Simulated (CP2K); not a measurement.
Runs of CP2K 2026.2 on GaN. It takes space group P6_3mc (No. 186, hexagonal). Conventional cell: a = 3.180 Å, b = 3.180 Å, c = 5.166 Å, α = 90.00°, β = 90.00°, γ = 120.00°. Ga (site symmetry 3m) is surrounded by 4 N at 1.94 to 1.95 Å. N (site symmetry 3m) is surrounded by 4 Ga at 1.94 to 1.95 Å. 

| task | level | potentials or basis | smearing | NGRIDS | points a segment of the path (NPOINTS) | bands added on the path | gap on the mesh (eV) | pressure (GPa) | largest force (eV/Å) |
| --- | --- | --- | --- | --- | --- | --- | --- | --- | --- |
| band structure | RPBE | POTENTIAL_UZH Ga GTH-PBE-q13, N GTH-PBE-q5; TZVP-MOLOPT-PBE-GTH basis | fermi-dirac 0.05 eV | 4 | 6 | 4 | 2.03 | 12.2 | - |
| band structure | LDA | GTH_POTENTIALS Ga GTH-PADE-q13, N GTH-PADE-q5; TZVP-MOLOPT-PBE-GTH basis | fermi-dirac 0.05 eV | 4 | 6 | 2 | (c) | (b) | (a) |
| band structure | PBE | POTENTIAL_UZH Ga GTH-PBE-q13, N GTH-PBE-q5; TZVP-MOLOPT-PBE-GTH basis | fermi-dirac 0.05 eV | 4 | 8 | 2 | 1.94 | 9.4 | - |
| single point | PBE | POTENTIAL_UZH Ga GTH-PBE-q13, N GTH-PBE-q5; TZVP-MOLOPT-PBE-GTH basis | gaussian 0.011 eV | 4 | - | - | 1.94 | 9.4 | - |
| band structure | PBEsol | POTENTIAL_UZH Ga GTH-PBE-q13, N GTH-PBE-q5; TZVP-MOLOPT-PBE-GTH basis | fermi-dirac 0.05 eV | 5 | 10 | 6 | 1.83 | 4.1 | 0.13 |

Alike in all rows: no spin polarisation; cell as given; k mesh 10 × 10 × 5.

Task: Fill in the values left out.

Result: (a) 0.12; (b) -2.0; (c) 1.92.

Caveats: the basis of atomic orbitals isn't converged, which shifts pressures, moduli and gaps; the forces don't sum to zero, a sign of grid noise (some runs); the potentials were made for another functional, which shifts forces and pressure (some runs).

A k mesh can miss the band edges, and the runs leave out spin-orbit coupling on Ga.
